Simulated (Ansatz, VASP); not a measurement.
# Cu in VASP and in Ansatz

```
CELL_PARAMETERS angstrom
0.00000 1.79537 1.79537
1.79537 0.00000 1.79537
1.79537 1.79537 0.00000
ATOMIC_POSITIONS crystal
Cu 0.00000 0.00000 0.00000
```

Change from the starting cell: volume scaled by 0.98.

Alike in both runs: task single point; functional r2SCAN; k mesh 13 × 13 × 13; occupations fermi-dirac, width 0.05 eV; no spin polarisation.

|  | VASP | Ansatz |
| --- | --- | --- |
| version | VASP 6.6.1 | Ansatz 0.2.0 |
| potentials or method | VASP PAW PBE potentials, release 64 (Cu) | Ansatz PAW |
| plane-wave cutoff (eV) | 520 | 500 |
| valence electrons in the cell | 11 | 19 |

Ansatz gave:

* gap on the k mesh at the Fermi level (eV): none
* pressure (GPa): -2.0

Task: Estimate VASP's values.

Result: gap on the k mesh at the Fermi level (eV): none; pressure (GPa): -1.4.

A gap of «none» marks a metal or a gap that the smearing closes. The two sets of potentials don't hold the same shells in valence.

Caveats: the PAW data sets were made with another functional, which shifts forces and pressure a little (VASP); the PAW data sets come from PBE, with cores solved anew for the run's functional, which leaves a small shift of forces and pressure (Ansatz).
